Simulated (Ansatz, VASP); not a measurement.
# Hf5Mo4S8O10 (amorphous HfO2 against MoS2, 5.9 A) in two plane-wave programs

Aim: how closely do two programs agree when they are given the same cell, functional and k mesh? The structure shown is the start of the Ansatz relaxation below; VASP solves that cell, so the two are compared at the walk's first step.

Method: plane waves, with VASP 6.6.1 beside it; single point at PBE with D3(BJ), in Ansatz 0.2.0.

**1. Set-up**

The cell holds 81 atoms: 12 Mo, 24 S, 15 Hf and 30 O. Its edges and angles: a = 9.540 Å, b = 11.016 Å, c = 13.456 Å, α = 90.0°, β = 90.0°, γ = 90.0°. It derives from MoS2 (one layer of 2H-MoS2 (a = 3.18 A), 3 x 2 rectangular cells). A slab of one layer of 2H-MoS2 (a = 3.18 A), 3 x 2 rectangular cells. 45 atoms (15 Hf, 30 O) packed at random between the slab and its periodic image at 8.5 g/cm^3 (a layer of 5.9 A) and pushed apart as soft spheres. Langevin MD at fixed cell with the MACE-MP-0b2 small potential (Batatia et al., arXiv:2401.00096), steps of 2 fs: 0.84 ps at 3200 K with the crystal held, 3200 to 900 K in 2.4 ps with the crystal held, 900 to 300 K in 1.2 ps with its inner planes held; soft walls kept the melt off the sheet. Then all atoms and the cell's height relaxed. The structure's axis is c.

**2. Ansatz: relaxation, PBE with D3(BJ)**

Ansatz runs on its default PAW (the set named soft_2) files.

The two programs are compared at the cell with which this relaxation starts, whose forces are those of its first step.

input.yaml

```yaml
crystal:
  lattice:
    - [9.54, 0.0, 0.0]
    - [0.0, 11.01584, 0.0]
    - [0.0, 0.0, 13.45569]
  atoms:
    - { symbol: Mo, position: [0.99242, 0.9862, 0.19032] }
    - { symbol: S, position: [0.15865, 0.07419, 0.30255] }
    - { symbol: S, position: [0.15856, 0.06708, 0.07241] }
    - { symbol: Mo, position: [0.15882, 0.2382, 0.1828] }
    - { symbol: S, position: [0.99419, 0.31959, 0.30196] }
    - { symbol: S, position: [0.9893, 0.32171, 0.06964] }
    - { symbol: Mo, position: [0.9918, 0.4866, 0.18786] }
    - { symbol: S, position: [0.15845, 0.56765, 0.30566] }
    - { symbol: S, position: [0.15902, 0.57386, 0.07449] }
    - { symbol: Mo, position: [0.15882, 0.73753, 0.19359] }
    - { symbol: S, position: [0.99154, 0.82141, 0.30878] }
    - { symbol: S, position: [0.99353, 0.81847, 0.07636] }
    - { symbol: Mo, position: [0.32572, 0.98686, 0.18926] }
    - { symbol: S, position: [0.49249, 0.07284, 0.30369] }
    - { symbol: S, position: [0.49403, 0.06716, 0.07347] }
    - { symbol: Mo, position: [0.49294, 0.23752, 0.18475] }
    - { symbol: S, position: [0.3249, 0.31814, 0.29957] }
    - { symbol: S, position: [0.32798, 0.32446, 0.06504] }
    - { symbol: Mo, position: [0.32515, 0.48691, 0.18847] }
    - { symbol: S, position: [0.48944, 0.56887, 0.3087] }
    - { symbol: S, position: [0.49297, 0.57243, 0.07504] }
    - { symbol: Mo, position: [0.4912, 0.73691, 0.19299] }
    - { symbol: S, position: [0.32577, 0.823, 0.30804] }
    - { symbol: S, position: [0.32444, 0.81851, 0.07617] }
    - { symbol: Mo, position: [0.65914, 0.98644, 0.19073] }
    - { symbol: S, position: [0.82587, 0.07163, 0.30524] }
    - { symbol: S, position: [0.82573, 0.06781, 0.07393] }
    - { symbol: Mo, position: [0.82567, 0.23727, 0.18715] }
    - { symbol: S, position: [0.65818, 0.31812, 0.30347] }
    - { symbol: S, position: [0.66106, 0.32257, 0.07149] }
    - { symbol: Mo, position: [0.65868, 0.48658, 0.19062] }
    - { symbol: S, position: [0.82653, 0.56786, 0.30613] }
    - { symbol: S, position: [0.82292, 0.57267, 0.07328] }
    - { symbol: Mo, position: [0.82633, 0.73653, 0.19265] }
    - { symbol: S, position: [0.65901, 0.81979, 0.30804] }
    - { symbol: S, position: [0.65892, 0.81708, 0.07666] }
    - { symbol: Hf, position: [0.63828, 0.18787, 0.72464] }
    - { symbol: Hf, position: [0.36072, 0.41559, 0.8319] }
    - { symbol: Hf, position: [0.38539, 0.56853, 0.56265] }
    - { symbol: Hf, position: [0.63316, 0.46795, 0.71947] }
    - { symbol: Hf, position: [0.34531, 0.28158, 0.6037] }
    - { symbol: Hf, position: [0.94996, 0.02312, 0.55803] }
    - { symbol: Hf, position: [0.19298, 0.08721, 0.78434] }
    - { symbol: Hf, position: [0.95234, 0.27362, 0.63386] }
    - { symbol: Hf, position: [0.85437, 0.96793, 0.80257] }
    - { symbol: Hf, position: [0.69084, 0.78126, 0.58045] }
    - { symbol: Hf, position: [0.47856, 0.95239, 0.80345] }
    - { symbol: Hf, position: [0.01284, 0.53124, 0.76495] }
    - { symbol: Hf, position: [0.66991, 0.71142, 0.84811] }
    - { symbol: Hf, position: [0.06584, 0.768, 0.61256] }
    - { symbol: Hf, position: [0.35103, 0.96664, 0.57102] }
    - { symbol: O, position: [0.35044, 0.0556, 0.87707] }
    - { symbol: O, position: [0.9256, 0.19541, 0.50636] }
    - { symbol: O, position: [0.32582, 0.41566, 0.50546] }
    - { symbol: O, position: [0.55416, 0.32198, 0.81376] }
    - { symbol: O, position: [0.34095, 0.13449, 0.5204] }
    - { symbol: O, position: [0.52966, 0.5532, 0.83259] }
    - { symbol: O, position: [0.96781, 0.91136, 0.68536] }
    - { symbol: O, position: [0.50153, 0.80483, 0.88267] }
    - { symbol: O, position: [0.66189, 0.05111, 0.83243] }
    - { symbol: O, position: [0.37565, 0.47453, 0.69157] }
    - { symbol: O, position: [0.10602, 0.15121, 0.65368] }
    - { symbol: O, position: [0.55029, 0.30504, 0.62002] }
    - { symbol: O, position: [0.78828, 0.92567, 0.52077] }
    - { symbol: O, position: [0.66733, 0.82237, 0.72334] }
    - { symbol: O, position: [0.23497, 0.68337, 0.55482] }
    - { symbol: O, position: [0.82834, 0.1102, 0.68034] }
    - { symbol: O, position: [0.49408, 0.84038, 0.5393] }
    - { symbol: O, position: [0.82884, 0.81895, 0.88349] }
    - { symbol: O, position: [0.78945, 0.33929, 0.71272] }
    - { symbol: O, position: [0.13527, 0.92605, 0.53171] }
    - { symbol: O, position: [0.2906, 0.26021, 0.75859] }
    - { symbol: O, position: [0.59332, 0.59676, 0.60377] }
    - { symbol: O, position: [0.0158, 0.06019, 0.85547] }
    - { symbol: O, position: [0.88423, 0.69707, 0.57621] }
    - { symbol: O, position: [0.16073, 0.46783, 0.85508] }
    - { symbol: O, position: [0.09243, 0.68697, 0.742] }
    - { symbol: O, position: [0.05485, 0.43033, 0.64764] }
    - { symbol: O, position: [0.79806, 0.56817, 0.78343] }
    - { symbol: O, position: [0.28471, 0.93689, 0.71355] }
    - { symbol: O, position: [0.50201, 0.05954, 0.67197] }
kpoints:
  mp_grid: { grid: [1, 1, 1] }
hamiltonian:
  xc: pbe
  dispersion: d3bj
scf:
  occupations: { method: fermi_dirac, width: 0.025 }
output:
  forces: true
relax:
  f_tol: 0.08
  max_steps: 90
  cell: { fix: [a, b, alpha, beta, gamma] }
```

On the command line:

```console
> ansatz run input.yaml --threads 4 --pin off --max-ram 8192MiB --backend cpu --events-out ev --progress --plain --runs-dir out
```

Numbers of over 12 decimals in the logs are rounded to 6 here.

Log:

```text
Engine: ansatz 0.2.0, aarch64-unknown-linux-gnu
Pseudopotentials: kind: paw
Pseudopotential: Mo, paw, valence charge 14, recommended cutoff 420 eV (normal), Mo.paw.azcp
Pseudopotential: S, paw, valence charge 6, recommended cutoff 420 eV (normal), S.paw.azcp
Pseudopotential: Hf, paw, valence charge 26, recommended cutoff 420 eV (normal), Hf.paw.azcp
Pseudopotential: O, paw, valence charge 6, recommended cutoff 420 eV (normal), O.paw.azcp
Functional definition: PBE
  parameter kappa = 0.804
  parameter beta = 0.066725
  exchange = pbe_x(kappa = kappa, mu = beta*pi^2/3)
  correlation = pbe_c(beta = beta)
Crystal: 81 atoms, lattice volume = 1414.073 Å³
Basis set: ecut = 420 eV, 27623 PW (Γ), exchange–correlation on 128×150×180 points (8 copies of the dense FFT grid, shifted against one another)
Bands: 530, of which v1, the nominal top of the filled ones, is band 441 counted from 1 (440 counted from 0)
Symmetry: 1 space group operations
Space group: P1 (ITA 1), of the structure as read, at distance tolerance 1.1e-4 Å
k-points: 1
Non-local potential: Mo, projectors of the file, l = 0: 3, l = 1: 2, l = 2: 2, l = 3: 1
Non-local potential: S, projectors of the file, l = 0: 2, l = 1: 2, l = 2: 2
Non-local potential: Hf, projectors of the file, l = 0: 3, l = 1: 2, l = 2: 2, l = 3: 3
Non-local potential: O, projectors of the file, l = 0: 2, l = 1: 2, l = 2: 1
PAW form: soft (Blöchl's): semilocal exchange-correlation on the pseudo side does not see the compensation charge
PAW one-centre angular grid: Mo, 590 points (default); XC on 64 Gauss nodes
PAW one-centre angular grid: S, 110 points (default); XC on 64 Gauss nodes
PAW one-centre angular grid: Hf, 590 points (default); XC on 64 Gauss nodes
PAW one-centre angular grid: O, 110 points (default); XC on 64 Gauss nodes
Initial density: superposition of atomic densities (neutral atoms: chi_scale 0, normalization atom), corrected by the library's trained network
Initial wavefunctions: pseudopotential atomic-orbital guess
Functional: x = pbe(κ = 0.804, μ = 0.219515), c = pbe(β = 0.066725)
SCF iter   1: F=—  HF=-334083.086087 eV  |F-HF|=—  |Δ(HF+E_count)|=         —  Δρ=5.85e-3  dr2=1.06e0  ethr=1.77e-3  ⟨swp⟩=6.0  Hψ=1887  notcnv=0  defer=1
preconditioner: auto → Resta (q_TF=auto, 2.522 Å⁻¹)  ε∞=6.0  [insulator: Δε(μ)=1.655 eV  Ē_g=11.412 eV  σ=0.025 eV  W_gap=1.00  n_scr=380 (ndim 8)  ℏωp=25.5 eV  f_vac=0.162  D(μ)=0.00/eV (n_scr^D=0)  ε∞_Penn≈6.0]
SCF iter   2: F=—  HF=-334082.952549 eV  |F-HF|=—  |Δ(HF+E_count)|=   1.34e-1  Δρ=3.18e-3  dr2=4.79e-1  ethr=1.21e-4  ⟨swp⟩=2.0  Hψ=945  notcnv=0  defer=85
SCF iter   3: F=—  HF=-334082.891832 eV  |F-HF|=—  |Δ(HF+E_count)|=   6.07e-2  Δρ=2.93e-3  dr2=4.10e-1  ethr=5.44e-5  ⟨swp⟩=3.0  Hψ=626  notcnv=0  defer=85
SCF iter   4: F=—  HF=-334082.824131 eV  |F-HF|=—  |Δ(HF+E_count)|=   6.77e-2  Δρ=1.44e-3  dr2=9.08e-2  ethr=4.65e-5  ⟨swp⟩=2.0  Hψ=663  notcnv=0  defer=85
SCF iter   5: F=—  HF=-334082.808392 eV  |F-HF|=—  |Δ(HF+E_count)|=   1.57e-2  Δρ=7.96e-4  dr2=1.55e-2  ethr=1.03e-5  ⟨swp⟩=2.0  Hψ=622  notcnv=0  defer=85
SCF iter   6: F=—  HF=-334082.805653 eV  |F-HF|=—  |Δ(HF+E_count)|=   2.74e-3  Δρ=3.70e-4  dr2=3.53e-3  ethr=1.76e-6  ⟨swp⟩=2.0  Hψ=823  notcnv=0  defer=85
SCF iter   7: F=—  HF=-334082.805243 eV  |F-HF|=—  |Δ(HF+E_count)|=   4.10e-4  Δρ=2.03e-4  dr2=1.26e-3  ethr=4.00e-7  ⟨swp⟩=2.0  Hψ=876  notcnv=0  defer=85
SCF iter   8: F=—  HF=-334082.805344 eV  |F-HF|=—  |Δ(HF+E_count)|=   1.00e-4  Δρ=1.30e-4  dr2=4.94e-4  ethr=1.43e-7  ⟨swp⟩=2.0  Hψ=619  notcnv=0  defer=85
SCF iter   9: F=—  HF=-334082.805446 eV  |F-HF|=—  |Δ(HF+E_count)|=   1.02e-4  Δρ=4.70e-5  dr2=5.68e-5  ethr=5.60e-8  ⟨swp⟩=2.0  Hψ=717  notcnv=0  defer=85
SCF iter  10: F=—  HF=-334082.805750 eV  |F-HF|=—  |Δ(HF+E_count)|=   3.04e-4  Δρ=2.69e-5  dr2=2.30e-5  ethr=6.44e-9  ⟨swp⟩=2.0  Hψ=862  notcnv=0  defer=85
SCF iter  11: F=—  HF=-334082.805757 eV  |F-HF|=—  |Δ(HF+E_count)|=   7.24e-6  Δρ=1.57e-5  dr2=7.85e-6  ethr=2.61e-9  ⟨swp⟩=2.0  Hψ=724  notcnv=0  defer=85
SCF iter  12: F=—  HF=-334082.805759 eV  |F-HF|=—  |Δ(HF+E_count)|=   2.01e-6  Δρ=8.80e-6  dr2=1.83e-6  ethr=8.90e-10  ⟨swp⟩=2.0  Hψ=619  notcnv=0  defer=85
SCF iter  13: F=—  HF=-334082.805760 eV  |F-HF|=—  |Δ(HF+E_count)|=   1.29e-6  Δρ=6.64e-6  dr2=1.45e-6  ethr=2.07e-10  ⟨swp⟩=2.0  Hψ=886  notcnv=0  defer=85
SCF iter  14: F=—  HF=-334082.805761 eV  |F-HF|=—  |Δ(HF+E_count)|=   1.93e-7  Δρ=3.11e-6  dr2=3.30e-7  ethr=1.65e-10  ⟨swp⟩=2.0  Hψ=619  notcnv=0  defer=85
SCF iter  15: F=-334082.805761 eV  HF=-334082.805761 eV  |F-HF|=1.43e-8  |Δ(HF+E_count)|=   2.49e-8  Δρ=1.12e-6  dr2=4.59e-8  ethr=1.13e-11  ⟨swp⟩=2.0  Hψ=1697  notcnv=0
SCF 1 converged in 15 iterations: F = -334082.805761 eV  dr2 = 4.59e-8
  greatest PAW one-centre occupation: 0.999 electrons in one spin orbital (limit 2), on the Hf atom at site 36 (counted from 0), in its partial waves of l = 0
[...]
atom  54  O      0.00352660     0.00081285    -0.02473701
  atom  55  O      0.01209677    -0.01293260     0.01156960
  atom  56  O     -0.00745208     0.00227669    -0.02138419
  atom  57  O      0.00145304     0.00380027     0.00396288
  atom  58  O     -0.00990390     0.00339555     0.00854397
  atom  59  O      0.01623119    -0.02053351     0.01508372
  atom  60  O     -0.00558288    -0.00094381    -0.00543973
[...]
atom  68  O     -0.01923679     0.01946164     0.00388442
  atom  69  O     -0.00216620    -0.00676778    -0.01046650
  atom  70  O      0.01245430    -0.00251418     0.00395132
  atom  71  O     -0.01352946    -0.00332491    -0.01391536
  atom  72  O      0.00331367     0.02909734     0.00853128
  atom  73  O     -0.00028042    -0.00203286    -0.00645077
  atom  74  O      0.00285779     0.00725609     0.00841919
  atom  75  O     -0.01530734    -0.00114317     0.00637552
  atom  76  O     -0.01648831     0.00116470    -0.01020176
  atom  77  O      0.00817948    -0.00787975     0.01452950
  atom  78  O     -0.00272296    -0.01035453    -0.01950414
  atom  79  O     -0.00799991    -0.00405934    -0.00880092
  atom  80  O      0.00500611    -0.00368167     0.00273668
  atom  81  O     -0.00792222    -0.00289851     0.01795869
  max |Σ_I F_I| component: 9.25e-6 eV/Å
--- Stress (GPa, compression-positive) ---
       -2.661387      -0.244341       0.027102
       -0.244341      -2.514529      -0.203111
        0.027102      -0.203111       0.011725
  P = ⅓ Tr σ = -1.7214 GPa (-17.214 kbar)
--- Relaxed structure (8 steps of the walk, 8 accepted, 2 SCFs on fresh bases) ---
  F+E_penalty+E_count = -334083.22639493 eV   max|allowed force component| = 7.313e-2 eV/Å   (the final SCF, on the basis selected at the relaxed cell)
  cell:  # Å, volume = 1373.9414 Å³
    - [9.54, 0, 0]
    - [0, 11.01584, 0]
    - [0, 0, 13.073811]
  atoms:
    - { symbol: Mo, position: [0.999184, 0.968484, 0.192960] }
    - { symbol: S, position: [0.164230, 0.055891, 0.310155] }
    - { symbol: S, position: [0.166453, 0.048378, 0.073631] }
    - { symbol: Mo, position: [0.165756, 0.219490, 0.187587] }
    - { symbol: S, position: [1.001793, 0.302706, 0.307637] }
    - { symbol: S, position: [0.998144, 0.303640, 0.069782] }
    - { symbol: Mo, position: [0.998922, 0.469918, 0.191567] }
    - { symbol: S, position: [0.163703, 0.550409, 0.313725] }
    - { symbol: S, position: [0.166446, 0.556012, 0.076353] }
    - { symbol: Mo, position: [0.165264, 0.719758, 0.197645] }
    - { symbol: S, position: [0.998524, 0.803425, 0.315579] }
    - { symbol: S, position: [0.999803, 0.799630, 0.076787] }
    - { symbol: Mo, position: [0.333015, 0.969533, 0.194843] }
    - { symbol: S, position: [0.500875, 0.053388, 0.313200] }
    - { symbol: S, position: [0.502017, 0.048729, 0.075867] }
    - { symbol: Mo, position: [0.500576, 0.218578, 0.191021] }
    - { symbol: S, position: [0.331435, 0.298865, 0.307579] }
    - { symbol: S, position: [0.335021, 0.304625, 0.070122] }
    - { symbol: Mo, position: [0.330848, 0.469200, 0.194318] }
    - { symbol: S, position: [0.494819, 0.550868, 0.317463] }
    - { symbol: S, position: [0.498425, 0.553811, 0.078373] }
    - { symbol: Mo, position: [0.496979, 0.719139, 0.198961] }
    - { symbol: S, position: [0.330217, 0.804280, 0.316519] }
    - { symbol: S, position: [0.331499, 0.801148, 0.078106] }
    - { symbol: Mo, position: [0.666794, 0.967515, 0.195829] }
    - { symbol: S, position: [0.834464, 0.054619, 0.310569] }
    - { symbol: S, position: [0.831215, 0.050038, 0.074029] }
    - { symbol: Mo, position: [0.833292, 0.220089, 0.190648] }
    - { symbol: S, position: [0.666706, 0.299859, 0.312352] }
    - { symbol: S, position: [0.665972, 0.304381, 0.073121] }
    - { symbol: Mo, position: [0.665058, 0.468978, 0.196166] }
    - { symbol: S, position: [0.834155, 0.549099, 0.314424] }
    - { symbol: S, position: [0.829287, 0.553378, 0.075025] }
    - { symbol: Mo, position: [0.833008, 0.717641, 0.197143] }
    - { symbol: S, position: [0.666738, 0.800487, 0.317102] }
    - { symbol: S, position: [0.664447, 0.797547, 0.080225] }
    - { symbol: Hf, position: [0.637065, 0.203855, 0.719994] }
    - { symbol: Hf, position: [0.357527, 0.435517, 0.825278] }
    - { symbol: Hf, position: [0.381882, 0.578844, 0.544756] }
    - { symbol: Hf, position: [0.626999, 0.485495, 0.712337] }
    - { symbol: Hf, position: [0.342576, 0.291023, 0.594655] }
    - { symbol: Hf, position: [0.944924, 0.035487, 0.554098] }
    - { symbol: Hf, position: [0.188008, 0.110394, 0.787269] }
    - { symbol: Hf, position: [0.946706, 0.288371, 0.624274] }
    - { symbol: Hf, position: [0.853053, 0.983110, 0.805218] }
    - { symbol: Hf, position: [0.682999, 0.794715, 0.568538] }
    - { symbol: Hf, position: [0.471878, 0.977106, 0.810154] }
    - { symbol: Hf, position: [0.00505201, 0.538914, 0.771165] }
    - { symbol: Hf, position: [0.663626, 0.730481, 0.845100] }
    - { symbol: Hf, position: [0.054811, 0.771533, 0.606230] }
    - { symbol: Hf, position: [0.342570, 0.978443, 0.568635] }
    - { symbol: O, position: [0.346664, 0.084256, 0.884245] }
    - { symbol: O, position: [0.918751, 0.205981, 0.495295] }
    - { symbol: O, position: [0.310710, 0.423148, 0.495747] }
    - { symbol: O, position: [0.549066, 0.340521, 0.810428] }
    - { symbol: O, position: [0.334833, 0.143118, 0.510717] }
    - { symbol: O, position: [0.523360, 0.574740, 0.829888] }
    - { symbol: O, position: [0.962105, 0.919862, 0.684404] }
    - { symbol: O, position: [0.497078, 0.825648, 0.885521] }
    - { symbol: O, position: [0.659762, 0.069557, 0.834468] }
    - { symbol: O, position: [0.378071, 0.491263, 0.681710] }
    - { symbol: O, position: [0.100768, 0.166308, 0.648387] }
    - { symbol: O, position: [0.547765, 0.316551, 0.609255] }
    - { symbol: O, position: [0.780645, 0.941620, 0.514508] }
    - { symbol: O, position: [0.663142, 0.834351, 0.717457] }
    - { symbol: O, position: [0.229315, 0.690570, 0.550029] }
    - { symbol: O, position: [0.827929, 0.126296, 0.677133] }
    - { symbol: O, position: [0.483765, 0.853213, 0.531833] }
    - { symbol: O, position: [0.823875, 0.835379, 0.887992] }
    - { symbol: O, position: [0.784176, 0.356055, 0.706693] }
    - { symbol: O, position: [0.130722, 0.934638, 0.529470] }
    - { symbol: O, position: [0.286209, 0.278249, 0.753389] }
    - { symbol: O, position: [0.589715, 0.608985, 0.589399] }
    - { symbol: O, position: [0.011081, 0.079376, 0.859759] }
    - { symbol: O, position: [0.875846, 0.708857, 0.558790] }
    - { symbol: O, position: [0.158584, 0.475979, 0.860330] }
    - { symbol: O, position: [0.080626, 0.693535, 0.740734] }
    - { symbol: O, position: [0.046765, 0.445192, 0.647903] }
    - { symbol: O, position: [0.790563, 0.584663, 0.781323] }
    - { symbol: O, position: [0.279506, 0.959540, 0.718793] }
    - { symbol: O, position: [0.498663, 0.075185, 0.668555] }
```

(Part 1 of 2 ends here.)

[Lines on the potential files, build, host, timing and source positions are cut from VASP's logs without a mark.]

[Logs are printed without paths, hosts, clocks, repeated set-up lines and the standing remarks that a program may print on its own settings, such as how far it seeks lower states.]

[Hosts, paths, dates, database ids (printed as entryN), source tags and the programs' standing remarks are cut or masked in the printed files.]
